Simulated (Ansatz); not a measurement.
**Step by step: Si, 30 steps of 1.5 fs from 800 K**

Method: Ansatz 0.2.0, DFT, PBEsol, all-electron LAPW, scalar-relativistic.

Command: `ansatz run input.yaml --threads 2 --pin off --max-ram 4096MiB --backend cpu --events-out ev --progress --plain --runs-dir out` The run took 4.9 min on 2 threads of Intel(R) Xeon(R) Platinum 8488C (Sapphire Rapids), with other jobs on the host.

```yaml
crystal:
  lattice:
    - [0.0, 5.443702373, 5.443702373]
    - [2.7218511865, 0.0, 2.7218511865]
    - [2.7218511865, 2.7218511865, 0.0]
  atoms:
    - { symbol: Si, position: [0.375, 0.75, 0.75] }
    - { symbol: Si, position: [0.875, 0.75, 0.75] }
    - { symbol: Si, position: [0.25, 0.5, 0.5] }
    - { symbol: Si, position: [0.75, 0.5, 0.5] }
kpoints:
  mp_grid: { grid: [3, 6, 6] }
scf:
  occupations: { method: fermi_dirac, width: 0.08 }
hamiltonian:
  xc: pbesol
  pseudopotentials: { kind: all_electron, lapw: { basis_error: 0.001 } }
output:
  forces: true
  stress: true
md:
  timestep: 1.5
  n_steps: 30
  ensemble: nvt_langevin
  temperature: 800
  initial_velocities: maxwell_boltzmann
  seed: 827362
```

Structure from Materials Project entry mp-149 (possibly hypothetical).

Each frame lists Cartesian positions (Å) and forces (eV/Å). Free energies count from the first step, -31511.8003 eV.

Step 0 (t = 0.0 fs): E = 0.0 meV, T = 600 K

```
Si    4.0828    4.0828    4.0828     0.000   0.000   0.000
Si    4.0828    6.8046    6.8046     0.000   0.000   0.000
Si    2.7219    2.7219    2.7219     0.000   0.000   0.000
Si    2.7219    5.4437    5.4437     0.000   0.000   0.000
```

Step 1 (t = 1.5 fs): E = +2.5 meV, T = 506 K

```
Si    4.0831    4.0874    4.0855     0.012   0.061  -0.094
Si    4.0845    6.7911    6.8006    -0.059   0.161   0.114
Si    2.7253    2.7298    2.7147     0.011  -0.104   0.071
Si    2.7167    5.4440    5.4511     0.036  -0.119  -0.092
```

Step 2 (t = 3.0 fs): E = +9.7 meV, T = 525 K

```
Si    4.0828    4.0922    4.0868     0.025   0.125  -0.159
Si    4.0849    6.7779    6.7961    -0.085   0.343   0.241
Si    2.7276    2.7389    2.7091     0.028  -0.216   0.108
Si    2.7130    5.4455    5.4583     0.032  -0.253  -0.190
```

Step 3 (t = 4.5 fs): E = +21.7 meV, T = 493 K

```
Si    4.0827    4.0982    4.0880     0.026   0.171  -0.233
Si    4.0845    6.7645    6.7914    -0.084   0.548   0.358
Si    2.7284    2.7482    2.7034     0.064  -0.319   0.146
Si    2.7105    5.4480    5.4640    -0.006  -0.400  -0.271
```

Step 4 (t = 6.0 fs): E = +37.1 meV, T = 410 K

```
Si    4.0824    4.1039    4.0883     0.035   0.204  -0.297
Si    4.0835    6.7512    6.7865    -0.068   0.745   0.456
Si    2.7299    2.7562    2.6975     0.085  -0.402   0.179
Si    2.7080    5.4501    5.4680    -0.052  -0.546  -0.339
```

Step 5 (t = 7.5 fs): E = +53.8 meV, T = 341 K

```
Si    4.0812    4.1083    4.0875     0.061   0.242  -0.337
Si    4.0810    6.7392    6.7821    -0.035   0.920   0.540
Si    2.7318    2.7637    2.6923     0.081  -0.483   0.196
Si    2.7052    5.4515    5.4709    -0.107  -0.679  -0.399
```

Step 6 (t = 9.0 fs): E = +71.0 meV, T = 361 K

```
Si    4.0797    4.1130    4.0851     0.101   0.273  -0.357
Si    4.0777    6.7277    6.7790     0.019   1.082   0.609
Si    2.7340    2.7713    2.6874     0.061  -0.554   0.197
Si    2.7036    5.4520    5.4731    -0.180  -0.800  -0.448
```

Step 7 (t = 10.5 fs): E = +88.7 meV, T = 347 K

```
Si    4.0798    4.1189    4.0821     0.131   0.290  -0.374
Si    4.0747    6.7165    6.7773     0.074   1.243   0.649
Si    2.7371    2.7791    2.6823     0.046  -0.610   0.198
Si    2.7027    5.4527    5.4742    -0.251  -0.924  -0.473
```

Step 8 (t = 12.0 fs): E = +105.5 meV, T = 281 K

```
Si    4.0809    4.1244    4.0797     0.147   0.316  -0.407
Si    4.0714    6.7070    6.7762     0.121   1.381   0.667
Si    2.7397    2.7877    2.6770     0.047  -0.674   0.214
Si    2.7020    5.4528    5.4736    -0.315  -1.023  -0.474
```

Step 9 (t = 13.5 fs): E = +119.7 meV, T = 223 K

```
Si    4.0817    4.1299    4.0786     0.167   0.330  -0.457
Si    4.0676    6.6995    6.7755     0.173   1.479   0.688
Si    2.7421    2.7956    2.6722     0.047  -0.728   0.241
Si    2.7018    5.4513    5.4729    -0.386  -1.081  -0.473
```

Step 10 (t = 15.0 fs): E = +130.5 meV, T = 234 K

```
Si    4.0825    4.1350    4.0789     0.196   0.328  -0.526
Si    4.0641    6.6929    6.7752     0.212   1.539   0.697
Si    2.7455    2.8020    2.6668     0.038  -0.767   0.287
Si    2.7016    5.4478    5.4720    -0.447  -1.100  -0.458
```

Step 11 (t = 16.5 fs): E = +138.2 meV, T = 246 K

```
Si    4.0833    4.1387    4.0797     0.244   0.327  -0.607
Si    4.0616    6.6867    6.7763     0.226   1.570   0.661
Si    2.7509    2.8074    2.6608     0.011  -0.803   0.345
Si    2.7015    5.4428    5.4691    -0.481  -1.094  -0.398
```

Step 12 (t = 18.0 fs): E = +143.3 meV, T = 215 K

```
Si    4.0835    4.1417    4.0814     0.303   0.316  -0.692
Si    4.0591    6.6814    6.7793     0.228   1.577   0.592
Si    2.7570    2.8111    2.6550    -0.033  -0.821   0.411
Si    2.7012    5.4373    5.4660    -0.498  -1.072  -0.311
```

Step 13 (t = 19.5 fs): E = +144.3 meV, T = 239 K

```
Si    4.0835    4.1449    4.0826     0.355   0.292  -0.770
Si    4.0560    6.6788    6.7846     0.241   1.545   0.503
Si    2.7632    2.8130    2.6482    -0.090  -0.800   0.495
Si    2.7007    5.4324    5.4644    -0.506  -1.037  -0.228
```

Step 14 (t = 21.0 fs): E = +141.3 meV, T = 254 K

```
Si    4.0836    4.1490    4.0820     0.410   0.246  -0.830
Si    4.0531    6.6782    6.7909     0.257   1.476   0.396
Si    2.7697    2.8137    2.6406    -0.163  -0.740   0.575
Si    2.7006    5.4272    5.4629    -0.504  -0.982  -0.142
```

Step 15 (t = 22.5 fs): E = +138.2 meV, T = 282 K

```
Si    4.0839    4.1536    4.0811     0.466   0.186  -0.897
Si    4.0510    6.6789    6.7969     0.278   1.378   0.291
Si    2.7763    2.8137    2.6323    -0.237  -0.662   0.664
Si    2.7013    5.4214    5.4615    -0.507  -0.903  -0.058
```

Step 16 (t = 24.0 fs): E = +135.9 meV, T = 251 K

```
Si    4.0849    4.1578    4.0805     0.514   0.127  -0.965
Si    4.0496    6.6801    6.8034     0.283   1.267   0.168
Si    2.7828    2.8134    2.6243    -0.307  -0.578   0.757
Si    2.7015    5.4154    5.4597    -0.490  -0.815   0.040
```

Step 17 (t = 25.5 fs): E = +132.6 meV, T = 236 K

```
Si    4.0868    4.1615    4.0786     0.535   0.071  -1.011
Si    4.0478    6.6806    6.8100     0.276   1.153   0.037
Si    2.7875    2.8123    2.6175    -0.357  -0.491   0.835
Si    2.7003    5.4086    5.4576    -0.454  -0.733   0.139
```

Step 18 (t = 27.0 fs): E = +128.5 meV, T = 302 K

```
Si    4.0898    4.1651    4.0753     0.522   0.022  -1.049
Si    4.0444    6.6813    6.8164     0.291   1.025  -0.076
Si    2.7899    2.8113    2.6105    -0.380  -0.404   0.912
Si    2.6989    5.4004    5.4562    -0.434  -0.643   0.213
```

Step 19 (t = 28.5 fs): E = +122.8 meV, T = 463 K

```
Si    4.0931    4.1691    4.0713     0.511  -0.041  -1.082
Si    4.0394    6.6822    6.8222     0.334   0.853  -0.159
Si    2.7914    2.8100    2.6041    -0.398  -0.309   0.978
Si    2.6981    5.3883    5.4557    -0.446  -0.502   0.264
```

Step 20 (t = 30.0 fs): E = +115.7 meV, T = 444 K

```
Si    4.0967    4.1728    4.0659     0.498  -0.113  -1.078
Si    4.0328    6.6847    6.8282     0.415   0.640  -0.229
Si    2.7924    2.8073    2.5995    -0.431  -0.187   1.021
Si    2.6981    5.3748    5.4566    -0.483  -0.340   0.286
```

Step 21 (t = 31.5 fs): E = +110.8 meV, T = 457 K

```
Si    4.1007    4.1760    4.0602     0.485  -0.185  -1.049
Si    4.0253    6.6893    6.8343     0.526   0.400  -0.297
Si    2.7939    2.8038    2.5967    -0.480  -0.044   1.054
Si    2.6988    5.3621    5.4581    -0.531  -0.170   0.292
```

Step 22 (t = 33.0 fs): E = +111.6 meV, T = 450 K

```
Si    4.1039    4.1793    4.0557     0.477  -0.258  -1.027
Si    4.0184    6.6948    6.8397     0.629   0.136  -0.354
Si    2.7955    2.8002    2.5938    -0.537   0.106   1.097
Si    2.6989    5.3486    5.4609    -0.569   0.017   0.284
```

Step 23 (t = 34.5 fs): E = +114.9 meV, T = 432 K

```
Si    4.1065    4.1822    4.0499     0.465  -0.324  -0.971
Si    4.0123    6.7001    6.8448     0.711  -0.126  -0.412
Si    2.7973    2.7961    2.5916    -0.608   0.264   1.124
Si    2.6969    5.3358    5.4647    -0.568   0.185   0.258
```

Step 24 (t = 36.0 fs): E = +117.0 meV, T = 463 K

```
Si    4.1090    4.1851    4.0416     0.466  -0.389  -0.851
Si    4.0072    6.7047    6.8483     0.764  -0.371  -0.457
Si    2.8005    2.7917    2.5925    -0.693   0.419   1.088
Si    2.6936    5.3232    5.4678    -0.537   0.340   0.220
```

Step 25 (t = 37.5 fs): E = +121.0 meV, T = 431 K

```
Si    4.1119    4.1886    4.0335     0.464  -0.460  -0.714
Si    4.0034    6.7099    6.8502     0.780  -0.610  -0.487
Si    2.8038    2.7878    2.5957    -0.763   0.563   1.021
Si    2.6893    5.3103    5.4699    -0.481   0.507   0.180
```

Step 26 (t = 39.0 fs): E = +126.6 meV, T = 322 K

```
Si    4.1155    4.1921    4.0266     0.438  -0.520  -0.582
Si    4.0012    6.7154    6.8511     0.760  -0.823  -0.500
Si    2.8062    2.7848    2.5998    -0.798   0.681   0.948
Si    2.6842    5.2990    5.4715    -0.399   0.662   0.134
```

Step 27 (t = 40.5 fs): E = +128.9 meV, T = 210 K

```
Si    4.1192    4.1947    4.0206     0.398  -0.553  -0.454
Si    4.0006    6.7190    6.8507     0.698  -0.965  -0.485
Si    2.8077    2.7838    2.6044    -0.796   0.739   0.855
Si    2.6785    5.2901    5.4722    -0.301   0.779   0.085
```

Step 28 (t = 42.0 fs): E = +129.1 meV, T = 280 K

```
Si    4.1227    4.1966    4.0154     0.359  -0.574  -0.323
Si    3.9997    6.7219    6.8488     0.623  -1.062  -0.443
Si    2.8083    2.7845    2.6110    -0.765   0.751   0.729
Si    2.6733    5.2822    5.4717    -0.216   0.884   0.037
```

Step 29 (t = 43.5 fs): E = +126.0 meV, T = 259 K

```
Si    4.1264    4.1975    4.0097     0.303  -0.594  -0.169
Si    3.9988    6.7240    6.8451     0.546  -1.110  -0.368
Si    2.8067    2.7855    2.6201    -0.693   0.734   0.554
Si    2.6698    5.2757    5.4705    -0.156   0.970  -0.017
```

Step 30 (t = 45.0 fs): E = +119.1 meV, T = 310 K

```
Si    4.1311    4.1979    4.0035     0.209  -0.605   0.005
Si    3.9989    6.7242    6.8410     0.457  -1.099  -0.261
Si    2.8029    2.7875    2.6302    -0.570   0.685   0.344
Si    2.6676    5.2713    5.4703    -0.097   1.019  -0.088
```

Question: What is the mean temperature over the last 16 frames?

Answer: 350 K; so short a run of so small a cell isn't equilibrated.
